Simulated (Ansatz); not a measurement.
**Al: an elastic constant from a strain scan**

Method: DFT PBE, scalar-relativistic, plane waves, PAW in Ansatz. Cutoff 420 eV, Γ-centred 20×20×20 k-points, Gaussian smearing of 0.15 eV. No spin polarisation. Energies are free energies at this smearing, counted from the undisturbed cell; pressure is positive in compression.

Zero of the scan (as given, not relaxed at this level; it stands at -0.4 GPa):

```
Al
1.0
     0.00000    2.02398    2.02398
     2.02398    0.00000    2.02398
     2.02398    2.02398    0.00000
Al
1
Direct
  0.00000 0.00000 0.00000
```

The cell is strained by ε times the Voigt pattern (0, 0, 0, 0, 0, 1) (xx, yy, zz, yz, xz, xy; engineering shear) with fractional coordinates fixed. The cell holds 1 atom in V0 = 16.58 Å³. The stress column is τ = (1/V0) dE/dε, got from the stress tensor σ (compression positive) at each point as −det(1 + εP) σ : P(1 + εP)⁻¹, with P the pattern as a tensor.

| ε | ΔE (meV/atom) | τ (GPa) |
| --- | --- | --- |
| -0.0875 | 12.756 | -2.991 |
| -0.0750 | 9.234 | -2.463 |
| -0.0625 | 6.362 | -1.985 |
| -0.0500 | 4.057 | -1.587 |
| -0.0375 | 2.258 | -1.187 |
| -0.0250 | 0.992 | -0.772 |
| -0.0125 | 0.246 | -0.382 |
| 0.0000 | 0.000 | 0.000 |
| 0.0125 | 0.246 | 0.382 |
| 0.0250 | 0.992 | 0.772 |
| 0.0375 | 2.258 | 1.187 |
| 0.0500 | 4.057 | 1.587 |
| 0.0625 | 6.362 | 1.985 |
| 0.0750 | 9.234 | 2.463 |
| 0.0875 | 12.756 | 2.991 |
| 0.1000 | ? | ? |

Question: Which combination of elastic constants does this scan measure, and how large is it?

Answer: For small ε, τ = τ0 + Kε with K = pᵀCp, which for this pattern is C44 in the cubic axes. The parabola through τ at ε = -0.0125, 0 and 0.0125 has slope K = 31 GPa at zero. The energies per cell, E = NΔE, of the same two points give K = 2[E(ε₊)/ε₊ − E(ε₋)/ε₋]/[(ε₊ − ε₋)V0] = 30 GPa, in agreement.

Question: Predict the withheld row at ε = 0.1000 from the harmonic law, and compare.

Answer: ΔE = V0(τ0 ε + Kε²/2)/N = 15.819 meV/atom and τ = 3.06 GPa. The calculation gives 17.017 meV/atom and 3.62 GPa: the energy lies 8 % above the harmonic value.

In a metal these slopes depend on the k mesh and the smearing.